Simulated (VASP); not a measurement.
# EuS (Fm-3m) in VASP: a series of runs

Runs on EuS. Level: PBEsol+U. Tasks: electric field gradients.

Program: VASP 6.6.1. These are calculated values, not measurements. Logs are shortened: lines on timing, memory, paths and dates and some standing lists are left out, and cuts for length are marked.

## (1) Starting point

Symmetry: Fm-3m, No. 225, cubic system. Conventional cell: a = 5.957 Å, b = 5.957 Å, c = 5.957 Å, α = 90.00°, β = 90.00°, γ = 90.00°. Eu (site symmetry m-3m) is surrounded by 6 S at 2.98 Å. S (site symmetry m-3m) has 6 Eu at 2.98 Å as nearest neighbours.

## (2) Electric field gradients, PBEsol+U, collinear spin, ferromagnetic start

Contents of INCAR:

```
SYSTEM = EuS
ALGO = Normal
EDIFF = 1E-7
ENCUT = 520
GGA = PS
ISIF = 2
ISMEAR = -1
ISPIN = 2
LASPH = .True.
LCHARG = .False.
LDAU = .True.
LDAUJ = 0 0
LDAUL = 3 -1
LDAUPRINT = 1
LDAUTYPE = 2
LDAUU = 6 0
LEFG = .True.
LMAXMIX = 6
LORBIT = 11
LREAL = .False.
LWAVE = .False.
MAGMOM = 7 0
NELM = 150
PREC = Accurate
SIGMA = 0.05
```

Contents of KPOINTS:

```
k-points
0
Gamma
  14 14 14
  0 0 0
```

Contents of POSCAR:

```
EuS
1.0
    0.0000000000      2.9785000000      2.9785000000
    2.9785000000      0.0000000000      2.9785000000
    2.9785000000      2.9785000000      0.0000000000
Eu S
1 1
Direct
    0.0000000000      0.0000000000      0.0000000000
    0.5000000000      0.5000000000      0.5000000000
```

Potentials or basis: VASP PAW PBE potentials, release 64 (Eu, S).

Command:

```
$ cat potpaw_PBE.64/Eu/POTCAR potpaw_PBE.64/S/POTCAR > POTCAR
$ mpirun -np 1 vasp_std > vasp.out
```

OUTCAR:

```text
SYSTEM = EuS
   EDIFF = 1E-7
   ENCUT = 520
   GGA = PS
   ISIF = 2
   ISMEAR = -1
   ISPIN = 2
   LASPH = .True.
   LORBIT = 11
   LREAL = .False.
   NELM = 150
   PREC = Accurate

 ion  position               nearest neighbor table
   1  0.000  0.000  0.000-   2 2.98   2 2.98   2 2.98   2 2.98   2 2.98   2 2.98
   2  0.500  0.500  0.500-   1 2.98   1 2.98   1 2.98   1 2.98   1 2.98   1 2.98

  LATTYP: Found a face centered cubic cell.
 ALAT       =     5.9570000000

  Lattice vectors:

 A1 = (   0.0000000000,   2.9785000000,   2.9785000000)
 A2 = (   2.9785000000,   0.0000000000,   2.9785000000)
 A3 = (   2.9785000000,   2.9785000000,   0.0000000000)

Analysis of symmetry for initial positions (statically):
=====================================================================
 Subroutine PRICEL returns:
 Original cell was already a primitive cell.

 Routine SETGRP: Setting up the symmetry group for a
 face centered cubic supercell.

 Subroutine GETGRP returns: Found 48 space group operations
 (whereof 48 operations were pure point group operations)
 out of a pool of 48 trial point group operations.

The static configuration has the point symmetry O_h .

Analysis of symmetry for dynamics (positions and initial velocities):
=====================================================================
 Subroutine PRICEL returns:
 Original cell was already a primitive cell.

 Routine SETGRP: Setting up the symmetry group for a
 face centered cubic supercell.

 Subroutine GETGRP returns: Found 48 space group operations
 (whereof 48 operations were pure point group operations)
 out of a pool of 48 trial point group operations.

The dynamic configuration has the point symmetry O_h .

Analysis of structural, dynamic, and magnetic symmetry:
=====================================================================
 Subroutine PRICEL returns:
 Original cell was already a primitive cell.

 Routine SETGRP: Setting up the symmetry group for a
 face centered cubic supercell.

 Subroutine GETGRP returns: Found 48 space group operations
 (whereof 48 operations were pure point group operations)
 out of a pool of 48 trial point group operations.

The overall configuration has the point symmetry O_h .

 Subroutine INISYM returns: Found 48 space group operations
 (whereof 48 operations are pure point group operations),
 and found     1 'primitive' translations

----------------------------------------------------------------------------------------

                                     Primitive cell

  volume of cell :      52.8473

  direct lattice vectors                    reciprocal lattice vectors
     0.000000000  2.978500000  2.978500000    -0.167869733  0.167869733  0.167869733
     2.978500000  0.000000000  2.978500000     0.167869733 -0.167869733  0.167869733
     2.978500000  2.978500000  0.000000000     0.167869733  0.167869733 -0.167869733

  length of vectors
     4.212235096  4.212235096  4.212235096     0.290758907  0.290758907  0.290758907
[... 152 lines left out ...]
  o =  0.0025  v =  0.0000  0.0000  0.0000  0.0000  0.0000  0.0000  0.0000 -0.7906 -0.0000 -0.6124  0.0004  0.0029 -0.0000 -0.0037      0.0000  0.0000  0.0000  0.0000  0.0000  0.0000  0.0000  0.0000  0.0000  0.0000  0.0000  0.0000  0.0000  0.0000
  o =  0.0025  v =  0.0000  0.0000  0.0000  0.0000  0.0000  0.0000  0.0000  0.0037  0.0000  0.0029 -0.0002  0.6124  0.0000 -0.7906      0.0000  0.0000  0.0000  0.0000  0.0000  0.0000  0.0000  0.0000  0.0000  0.0000  0.0000  0.0000  0.0000  0.0000
  o =  0.0025  v =  0.0000  0.0000  0.0000  0.0000  0.0000  0.0000  0.0000 -0.0003  0.0000 -0.0002 -1.0000 -0.0001  0.0000  0.0001      0.0000  0.0000  0.0000  0.0000  0.0000  0.0000  0.0000  0.0000  0.0000  0.0000  0.0000  0.0000  0.0000  0.0000
  o =  0.9727  v = -0.0000  0.0000 -0.0000  0.9963 -0.0524 -0.0000  0.0677  0.0000  0.0000  0.0000  0.0000  0.0000  0.0000  0.0000      0.0000  0.0000  0.0000  0.0000  0.0000  0.0000  0.0000  0.0000  0.0000  0.0000  0.0000  0.0000  0.0000  0.0000
  o =  0.9727  v = -0.0018 -0.0000 -0.0014 -0.0856 -0.6101 -0.0000  0.7877  0.0000  0.0000  0.0000  0.0000  0.0000  0.0000  0.0000      0.0000  0.0000  0.0000  0.0000  0.0000  0.0000  0.0000  0.0000  0.0000  0.0000  0.0000  0.0000  0.0000  0.0000
  o =  0.9727  v =  0.7906  0.0000  0.6124 -0.0002 -0.0014  0.0000  0.0018  0.0000  0.0000  0.0000  0.0000  0.0000  0.0000  0.0000      0.0000  0.0000  0.0000  0.0000  0.0000  0.0000  0.0000  0.0000  0.0000  0.0000  0.0000  0.0000  0.0000  0.0000
  o =  0.9745  v =  0.0000 -1.0000 -0.0000  0.0000  0.0000 -0.0000 -0.0000  0.0000  0.0000  0.0000  0.0000  0.0000  0.0000  0.0000      0.0000  0.0000  0.0000  0.0000  0.0000  0.0000  0.0000  0.0000  0.0000  0.0000  0.0000  0.0000  0.0000  0.0000
  o =  0.9751  v = -0.0000 -0.0000  0.0000 -0.0000 -0.1361 -0.9851 -0.1055  0.0000  0.0000  0.0000  0.0000  0.0000  0.0000  0.0000      0.0000  0.0000  0.0000  0.0000  0.0000  0.0000  0.0000  0.0000  0.0000  0.0000  0.0000  0.0000  0.0000  0.0000
  o =  0.9751  v =  0.0002 -0.0000 -0.0003 -0.0000 -0.7788  0.1722 -0.6032  0.0000  0.0000  0.0000  0.0000  0.0000  0.0000  0.0000      0.0000  0.0000  0.0000  0.0000  0.0000  0.0000  0.0000  0.0000  0.0000  0.0000  0.0000  0.0000  0.0000  0.0000
  o =  0.9751  v =  0.6124  0.0000 -0.7906  0.0000  0.0002 -0.0001  0.0002  0.0000  0.0000  0.0000  0.0000  0.0000  0.0000  0.0000      0.0000  0.0000  0.0000  0.0000  0.0000  0.0000  0.0000  0.0000  0.0000  0.0000  0.0000  0.0000  0.0000  0.0000

 number of electron      23.0000004 magnetization       7.0000006

 Free energy of the ion-electron system (eV)
  ---------------------------------------------------
  ext. energy  EPLUGINS =         0.00000000
  ---------------------------------------------------
  free energy    TOTEN  =       -19.67914900 eV

  energy without entropy =      -19.67904790  energy(sigma->0) =      -19.67909845

 E-fermi :   3.3079     XC(G=0):  -9.7619

 val. band max:        3.1313030724   @ k =   0.0000   0.0000   0.0000
 cond. band min:       3.4118489105   @ k =   0.5000   0.5000   0.0000
 fundamental gap:      0.2805458381
 Fermi energy:         3.3078859839

 spin component 1

 k-point     1 :       0.0000    0.0000    0.0000
  band No.  band energies     occupation
      1     -36.5048      1.00000
      2     -15.3856      1.00000
      3     -15.3856      1.00000
      4     -15.3856      1.00000
      5      -9.2688      1.00000
      6       1.1431      1.00000
[... 1049 lines left out ...]
     18      12.9818      0.00000
     19      13.0165      0.00000

 [... further k-points ...]

------------------------ aborting loop because EDIFF is reached ----------------------------------------

  FORCE on cell =-STRESS in cart. coord.  units (eV):
  Direction    XX          YY          ZZ          XY          YZ          ZX
  --------------------------------------------------------------------------------------
  -------------------------------------------------------------------------------------
  Total       -0.6290872     -0.6290872     -0.6290872      0.0000000      0.0000000     -0.0000000
  in kB      -19.0721060    -19.0721060    -19.0721060      0.0000000      0.0000000     -0.0000000
  external PRESSURE =     -19.0721060 kB  Pullay stress =       0.0000000 kB

 VOLUME and BASIS-vectors are now :
 -----------------------------------------------------------------------------
  energy-cutoff  :      520.00
  volume of cell :       52.85
      direct lattice vectors                 reciprocal lattice vectors
     0.000000000  2.978500000  2.978500000    -0.167869733  0.167869733  0.167869733
     2.978500000  0.000000000  2.978500000     0.167869733 -0.167869733  0.167869733
     2.978500000  2.978500000  0.000000000     0.167869733  0.167869733 -0.167869733

 POSITION                                       TOTAL-FORCE (eV/Angst)
 -----------------------------------------------------------------------------------
      0.00000      0.00000      0.00000         0.000000      0.000000      0.000000
      2.97850      2.97850      2.97850        -0.000000     -0.000000     -0.000000
 -----------------------------------------------------------------------------------
    total drift:                                0.000000     -0.000000     -0.000000

  FREE ENERGIE OF THE ION-ELECTRON SYSTEM (eV)
  ---------------------------------------------------
  free  energy   TOTEN  =       -19.6791489963 eV

  energy  without entropy=      -19.6790479026  energy(sigma->0) =      -19.67909845

 Electric field gradients (V/A^2)
---------------------------------------------------------------------
 ion       V_xx      V_yy      V_zz      V_xy      V_xz      V_yz
---------------------------------------------------------------------
   1       0.000    -0.000     0.000    -0.001    -0.001    -0.001
   2      -0.000    -0.000    -0.000    -0.000    -0.000    -0.000
---------------------------------------------------------------------

 Electric field gradients after diagonalization (V/A^2)
 (convention: |V_zz| > |V_xx| > |V_yy|)
----------------------------------------------------------------------
 ion       V_xx      V_yy      V_zz     asymmetry (V_yy - V_xx)/ V_zz
----------------------------------------------------------------------
   1       0.001     0.001    -0.003       0.000
   2       0.000     0.000    -0.001       0.000
----------------------------------------------------------------------

           NMR quadrupolar parameters

 Cq : quadrupolar parameter    Cq=e*Q*V_zz/h
 eta: asymmetry parameters     (V_yy - V_xx)/ V_zz
 Q  : nuclear electric quadrupole moment in mb (millibarn)
----------------------------------------------------------------------
 ion       Cq(MHz)       eta       Q (mb)
----------------------------------------------------------------------
   1      -0.000       0.000       1.000
   2      -0.000       0.000       1.000
----------------------------------------------------------------------

 total charge

# of ion       s       p       d       f       tot
--------------------------------------------------
    1        2.025   5.756   0.249   6.820  14.850
    2        1.312   2.421   0.000   0.000   3.733
--------------------------------------------------
tot          3.337   8.177   0.249   6.820  18.583

 magnetization (x)

# of ion       s       p       d       f       tot
--------------------------------------------------
    1       -0.013  -0.105   0.046   6.801   6.729
    2       -0.006  -0.058   0.000   0.000  -0.065
--------------------------------------------------
tot         -0.019  -0.163   0.046   6.801   6.665
```

Run time: 92 s. Hardware: 1 thread of Intel Xeon 6975P-C (Granite Rapids), shared host; peak memory 0.34 GiB.

Results:

| Item | Value |
| --- | --- |
| Free energy | -19.6791 eV |
| Pressure | -1.9 GPa |
| Band gap on the k mesh | 0.28 eV, indirect (least direct gap 0.56 eV) |
| Net moment | 7.00 μB per cell |
| Site moments | Eu +6.73; S -0.07 μB |
| Valence electrons inside the program's atomic spheres | Eu 14.85; S 3.73 |

Electric field gradients, principal values (V/Å²):
| atom | Vxx | Vyy | Vzz |
| --- | --- | --- | --- |
| 1 Eu | 0.001 | 0.001 | -0.003 |
| 2 S | 0.000 | 0.000 | -0.001 |

Eigenvalues of the final occupation matrices:
```tsv
site	spin	trace	eigenvalues
site 1 f	1	6.82	0.97 0.97 0.97 0.97 0.98 0.98 0.98
site 1 f	2	0.01	0.00 0.00 0.00 0.00 0.00 0.00 0.00
```

Caveat: the PAW data sets were made with another functional, which shifts forces and pressure a little; spin-orbit coupling is left out, which moves the levels of the heavy elements; a cell with one magnetic atom can't hold antiferromagnetic order, which such compounds often take.

## (3) Electric field gradients, PBEsol+U, collinear spin, ferromagnetic start

Changes to INCAR since step 2:

```diff
@@ -3,3 +3,3 @@
 EDIFF = 1E-7
-ENCUT = 520
+ENCUT = 700
 GGA = PS
```

Contents of KPOINTS:

```
k-points
0
Gamma
  10 10 10
  0 0 0
```

POSCAR is that of step 2.

Potentials or basis: VASP PAW PBE potentials, release 64 (Eu, S).

Command:

```
$ cat potpaw_PBE.64/Eu/POTCAR potpaw_PBE.64/S/POTCAR > POTCAR
$ mpirun -np 1 vasp_std > vasp.out
```

OUTCAR:

```text
SYSTEM = EuS
   EDIFF = 1E-7
   ENCUT = 700
   GGA = PS
   ISIF = 2
   ISMEAR = -1
   ISPIN = 2
   LASPH = .True.
   LORBIT = 11
   LREAL = .False.
   NELM = 150
   PREC = Accurate

 ion  position               nearest neighbor table
   1  0.000  0.000  0.000-   2 2.98   2 2.98   2 2.98   2 2.98   2 2.98   2 2.98
   2  0.500  0.500  0.500-   1 2.98   1 2.98   1 2.98   1 2.98   1 2.98   1 2.98

  LATTYP: Found a face centered cubic cell.
 ALAT       =     5.9570000000

  Lattice vectors:

 A1 = (   0.0000000000,   2.9785000000,   2.9785000000)
 A2 = (   2.9785000000,   0.0000000000,   2.9785000000)
 A3 = (   2.9785000000,   2.9785000000,   0.0000000000)

Analysis of symmetry for initial positions (statically):
=====================================================================
 Subroutine PRICEL returns:
 Original cell was already a primitive cell.

 Routine SETGRP: Setting up the symmetry group for a
 face centered cubic supercell.

 Subroutine GETGRP returns: Found 48 space group operations
 (whereof 48 operations were pure point group operations)
[... 1319 lines left out ...]

  FREE ENERGIE OF THE ION-ELECTRON SYSTEM (eV)
  ---------------------------------------------------
  free  energy   TOTEN  =       -19.6809611206 eV

  energy  without entropy=      -19.6808221866  energy(sigma->0) =      -19.68089165

 Electric field gradients (V/A^2)
---------------------------------------------------------------------
 ion       V_xx      V_yy      V_zz      V_xy      V_xz      V_yz
---------------------------------------------------------------------
   1       0.000    -0.000    -0.000    -0.001    -0.001    -0.001
   2      -0.000    -0.000    -0.000    -0.000    -0.000    -0.000
---------------------------------------------------------------------

 Electric field gradients after diagonalization (V/A^2)
 (convention: |V_zz| > |V_xx| > |V_yy|)
----------------------------------------------------------------------
 ion       V_xx      V_yy      V_zz     asymmetry (V_yy - V_xx)/ V_zz
----------------------------------------------------------------------
   1       0.001     0.001    -0.002       0.000
   2       0.000     0.000    -0.001       0.000
----------------------------------------------------------------------

           NMR quadrupolar parameters

 Cq : quadrupolar parameter    Cq=e*Q*V_zz/h
 eta: asymmetry parameters     (V_yy - V_xx)/ V_zz
 Q  : nuclear electric quadrupole moment in mb (millibarn)
----------------------------------------------------------------------
 ion       Cq(MHz)       eta       Q (mb)
----------------------------------------------------------------------
   1      -0.000       0.000       1.000
   2      -0.000       0.000       1.000
----------------------------------------------------------------------

 total charge

# of ion       s       p       d       f       tot
--------------------------------------------------
    1        2.025   5.756   0.249   6.819  14.850
    2        1.312   2.421   0.000   0.000   3.733
--------------------------------------------------
tot          3.337   8.177   0.249   6.819  18.583

 magnetization (x)

# of ion       s       p       d       f       tot
--------------------------------------------------
    1       -0.013  -0.104   0.046   6.801   6.730
    2       -0.006  -0.058   0.000   0.000  -0.065
--------------------------------------------------
tot         -0.019  -0.162   0.046   6.801   6.666
```

Run time: 75 s. Hardware: 1 thread of Intel Xeon 6975P-C (Granite Rapids), shared host; peak memory 0.33 GiB.

Results:

```
Free energy                                           : -19.6810 eV
Pressure                                              : -1.9 GPa
Band gap on the k mesh                                : 0.28 eV, indirect (least direct gap 0.56 eV)
Net moment                                            : 7.00 μB per cell
Site moments                                          : Eu +6.73; S -0.07 μB
Valence electrons inside the program's atomic spheres : Eu 14.85; S 3.73
```

Levels at points of the mesh, in eV from the valence-band top:
Spin up:
```tsv
k point	band 11	band 12	band 13	band 14	band 15	band 16	band 17	band 18	band 19
(0.00, 0.00, 0.00)	-0.58	-0.58	0.00	0.00	0.00	1.87	2.25	2.25	2.25
(0.50, 0.00, 0.00)	-0.69	-0.61	-0.61	-0.58	-0.57	3.93	4.44	4.93	4.93
(0.50, 0.50, 0.00)	-0.63	-0.63	-0.60	-0.28	-0.28	0.28	4.32	4.34	5.83
```
Spin down:
```csv
k point,band 4,band 5,band 6,band 7,band 8,band 9,band 10,band 11,band 12,band 13
"(0.00, 0.00, 0.00)",-16.24,-12.40,-1.50,-1.50,-1.50,2.31,2.89,2.89,2.89,3.88
"(0.50, 0.00, 0.00)",-16.27,-11.35,-4.14,-2.70,-2.70,4.10,5.11,5.89,5.89,7.37
"(0.50, 0.50, 0.00)",-16.38,-12.06,-2.69,-1.87,-1.87,0.80,4.92,5.17,6.71,7.20
```

Electric field gradients, principal values (V/Å²):
```csv
atom,Vxx,Vyy,Vzz
1 Eu,0.001,0.001,-0.002
2 S,0.000,0.000,-0.001
```

Eigenvalues of the final occupation matrices:
```
    site  spin  trace                         eigenvalues
site 1 f     1   6.82  0.97 0.97 0.97 0.97 0.98 0.98 0.98
site 1 f     2   0.01  0.00 0.00 0.00 0.00 0.00 0.00 0.00
```

Caveat: the PAW data sets were made with another functional, which shifts forces and pressure a little; spin-orbit coupling is left out, which moves the levels of the heavy elements; a cell with one magnetic atom can't hold antiferromagnetic order, which such compounds often take. A k mesh can miss the band edges.

(Continued in part 2 of 2.)
